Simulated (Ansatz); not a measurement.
Wurtzite BN, relaxed with r2SCAN in Ansatz 0.2.0. The symmetry is P6_3mc (No. 186, hexagonal); conventional cell a = 2.544 Å, c = 4.208 Å, 5.90 Å³ an atom. B is surrounded by 4 N at 1.56–1.58 Å; N is surrounded by 4 B at 1.56–1.58 Å.

The axes x, y and z are those of this cell:
```
CELL_PARAMETERS angstrom
2.54395 0.00000 0.00000
-1.27198 2.20313 0.00000
0.00000 0.00000 4.20782
ATOMIC_POSITIONS crystal
B 0.33333 0.66667 0.00020
B 0.66667 0.33333 0.50020
N 0.33333 0.66667 0.37480
N 0.66667 0.33333 0.87480
```

Unstrained: The PBE gap is indirect, 5.207 eV (Γ to K), below the direct gap of 8.298 eV at Γ–M (0.20 of the way from Γ). r2SCAN gives an indirect gap of 5.752 eV, from Γ to K; the least direct gap is 9.001 eV at Γ–M (0.20 of the way from Γ). With HSE06 the valence top lies at Γ and the conduction bottom at K, 6.530 eV higher; the smallest vertical gap, at Γ–M (0.22 of the way from Γ), is 9.956 eV. Meshes: PBE 12×12×6, r2SCAN 12×12×6, HSE06 9×9×4. Strains are changes of length per length. After each strain the atoms were relaxed again with r2SCAN within the symmetry that the strain leaves, so tilts or polar shifts that break it weren't tested; points keep the names that they have in the unstrained zone. No spin polarisation and no zero-point or thermal motion.

Q: Estimate what isotropic +3.0 % on every length does to the gap.

A: PBE: the gap goes from 5.207 to 5.372 eV (+0.165 eV); with r2SCAN the top three valence levels at Γ, grouped 2+1 from the top over 271 meV, become 2+1 over 191 meV. r2SCAN: the gap goes from 5.752 to 5.897 eV (+0.145 eV). HSE06: the gap goes from 6.530 to 6.683 eV (+0.153 eV). The r2SCAN energy rises by 53.9 meV an atom.

Q: Apply isotropic -2.0 % on every length. How far does the gap move, against the unstrained cell?

A: PBE: the gap goes from 5.207 to 5.072 eV (-0.135 eV); with r2SCAN the top three valence levels at Γ, grouped 2+1 from the top over 271 meV, become 2+1 over 323 meV. r2SCAN: the gap goes from 5.752 to 5.634 eV (-0.118 eV). HSE06: the gap goes from 6.530 to 6.404 eV (-0.126 eV). The r2SCAN energy rises by 27.4 meV an atom.

Q: Apply isotropic +4.0 % on every length. How far does the gap move, against the unstrained cell?

A: PBE: the gap goes from 5.207 to 5.419 eV (+0.212 eV); with r2SCAN the top three valence levels at Γ, grouped 2+1 from the top over 271 meV, become 2+1 over 164 meV. r2SCAN: the gap goes from 5.752 to 5.937 eV (+0.185 eV). HSE06: the gap goes from 6.530 to 6.726 eV (+0.196 eV). The r2SCAN energy rises by 93.4 meV an atom.

Q: Apply isotropic -1.0 % on every length. How far does the gap move, against the unstrained cell?

A: PBE: the gap goes from 5.207 to 5.142 eV (-0.065 eV); the edges go from Γ → K to Γ–M (0.01) → K; with r2SCAN the top three valence levels at Γ, grouped 2+1 from the top over 271 meV, become 2+1 over 297 meV. r2SCAN: the gap goes from 5.752 to 5.696 eV (-0.056 eV). HSE06: the gap goes from 6.530 to 6.470 eV (-0.060 eV); the edges go from Γ → K to Γ–M (0.01) → K. The r2SCAN energy rises by 6.7 meV an atom.

Q: Estimate what isotropic +1.0 % on every length does to the gap.

A: PBE: the gap goes from 5.207 to 5.266 eV (+0.059 eV); with r2SCAN the top three valence levels at Γ, grouped 2+1 from the top over 271 meV, become 2+1 over 244 meV. r2SCAN: the gap goes from 5.752 to 5.805 eV (+0.053 eV). HSE06: the gap goes from 6.530 to 6.585 eV (+0.055 eV). The r2SCAN energy rises by 6.3 meV an atom.

Q: Estimate what isotropic -3.0 % on every length does to the gap.

A: PBE: the gap goes from 5.207 to 4.999 eV (-0.208 eV); with r2SCAN the top three valence levels at Γ, grouped 2+1 from the top over 271 meV, become 2+1 over 350 meV. r2SCAN: the gap goes from 5.752 to 5.567 eV (-0.185 eV). HSE06: the gap goes from 6.530 to 6.334 eV (-0.196 eV). The r2SCAN energy rises by 63.2 meV an atom.

Q: Estimate what isotropic -4.0 % on every length does to the gap.

A: PBE: the gap goes from 5.207 to 4.921 eV (-0.286 eV); with r2SCAN the top three valence levels at Γ, grouped 2+1 from the top over 271 meV, become 2+1 over 377 meV. r2SCAN: the gap goes from 5.752 to 5.495 eV (-0.257 eV). HSE06: the gap goes from 6.530 to 6.259 eV (-0.271 eV). The r2SCAN energy rises by 115.5 meV an atom.

Q: Estimate what isotropic +2.0 % on every length does to the gap.

A: PBE: the gap goes from 5.207 to 5.322 eV (+0.115 eV); the edges go from Γ → K to Γ–A (0.01) → K; with r2SCAN the top three valence levels at Γ, grouped 2+1 from the top over 271 meV, become 2+1 over 217 meV. r2SCAN: the gap goes from 5.752 to 5.853 eV (+0.101 eV). HSE06: the gap goes from 6.530 to 6.636 eV (+0.106 eV); the edges go from Γ → K to Γ–A (0.01) → K. The r2SCAN energy rises by 24.6 meV an atom.

Where an edge lies off the special points, it is a point of the mesh or the k point where a search put PBE's edge or least direct gap, reused for the other functionals, whose own edges may lie a little apart.

The meshes of the hybrids are coarse, so their gaps aren't converged to the digits shown.

The splittings at Γ are without spin-orbit coupling, which regroups them where it is of like size or larger.
